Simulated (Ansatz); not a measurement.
Which way does CaO + BaS ⇌ CaS + BaO run?

Plane-wave DFT in Ansatz with scalar-relativistic PAW potentials, cutoff 420 eV, Γ-centred meshes chosen by cell and gap, Gaussian smearing with energies taken to zero width. Every cell was relaxed (cell and atoms) in a run of its own, within the symmetry of its start. Functional: PBE.

Total energies hold large constants for each element; a whole number of eV per atom of each element is taken off below, which cancels in a balanced reaction.

| compound | lowest structure computed | structures tried | V (Å³/atom) | gap on mesh (eV) | E (eV per formula unit, common shift removed) |
| --- | --- | --- | --- | --- | --- |
| CaO | Fm-3m | 3 | 14.09 | 3.66 | -5.7228 |
| BaS | Fm-3m | 6 | 33.21 | 2.23 | -3.8642 |
| CaS | Fm-3m | 4 | 23.29 | 2.38 | -4.2621 |
| BaO | Fm-3m | 3 | 21.65 | 2.10 | -4.5463 |

Q: Work out the reaction energy at 0 K.

A: ΔE = E(CaS) + E(BaO) − E(CaO) − E(BaS) = 0.779 eV, or 75 kJ per mole of reaction (195 meV/atom). The left side is lower: Ca takes O and Ba takes S. The smaller cation ends with the smaller anion, the pairing that gives the greater sum of ionic lattice energies, which go as 1/(r₊ + r₋). All four are computed as solids; where they are solids at ordinary conditions entropy changes little. A lower structure that wasn't tried would shift the value, and mixed crystals may lie lower than either side.

Spin-orbit coupling is left out, which matters for the bands of heavy elements.